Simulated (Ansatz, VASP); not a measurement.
# SrTiO3: VASP beside Ansatz

File INCAR:

```
ALGO = Normal
EDIFF = 1E-6
ENCUT = 520
GGA = PE
ISIF = 2
ISMEAR = 0
LASPH = T
LCHARG = F
LREAL = F
LWAVE = F
NBANDS = 28
NELM = 60
PREC = Accurate
SIGMA = 0.05
```

Contents of KPOINTS:

```
k-points
0
Gamma
  4 4 4
```

POSCAR

```
SrTiO3
1.0
    3.9367646676      0.0000000000      0.0000000000
    0.0000000000      3.9367646676      0.0000000000
    0.0000000000      0.0000000000      3.9367646676
Sr Ti O
1 1 3
Direct
    0.0000000000      0.0000000000      0.0000000000
    0.5000000000      0.5000000000      0.5000000000
    0.5000000000      0.5000000000      0.0000000000
    0.5000000000      0.0000000000      0.5000000000
    0.0000000000      0.5000000000      0.5000000000
```

Input for Ansatz:

```yaml
crystal:
  lattice:
    - [3.9367646701, 0.0, 0.0]
    - [0.0, 3.9367646701, 0.0]
    - [0.0, 0.0, 3.9367646701]
  atoms:
    - { symbol: Sr, position: [0.0, 0.0, 0.0] }
    - { symbol: Ti, position: [0.5, 0.5, 0.5] }
    - { symbol: O, position: [0.5, 0.5, 0.0] }
    - { symbol: O, position: [0.5, 0.0, 0.5] }
    - { symbol: O, position: [0.0, 0.5, 0.5] }
basis:
  ecutwfc: 420
kpoints:
  mp_grid: { grid: [4, 4, 4] }
hamiltonian:
  xc: pbe
scf:
  occupations: { method: gaussian, width: 0.05 }
output:
  forces: true
  stress: true
  eigenvalues: true
```

The cell was built by a generator and isn't the measured one.

Alike in both runs: task single point; functional PBE; k mesh 4 × 4 × 4; occupations gaussian, width 0.05 eV; no spin polarisation.

|  | VASP | Ansatz |
| --- | --- | --- |
| version | VASP 6.6.1 | Ansatz 0.2.0 |
| potentials or method | VASP PAW PBE potentials, release 64 (Sr_sv, Ti_sv, O) | scalar-relativistic, plane waves, PAW |
| plane-wave cutoff (eV) | 520 | 420 |
| valence electrons in the cell | 40 | 40 |

|  | VASP | Ansatz | Ansatz less VASP |
| --- | --- | --- | --- |
| gap on the k mesh at the Fermi level (eV) | 1.79 | 1.82 | +0.031 |
| least direct gap on the mesh (eV) | 2.16 | 2.18 | +0.021 |
| pressure (GPa) | 0.6 | 0.0 | -0.62 |

The functional is the same, so the differences come from potentials, cutoffs and numerics.

A k mesh can miss the band edges. Expect the measured gap to be larger: semilocal functionals such as PBE lack the derivative discontinuity.
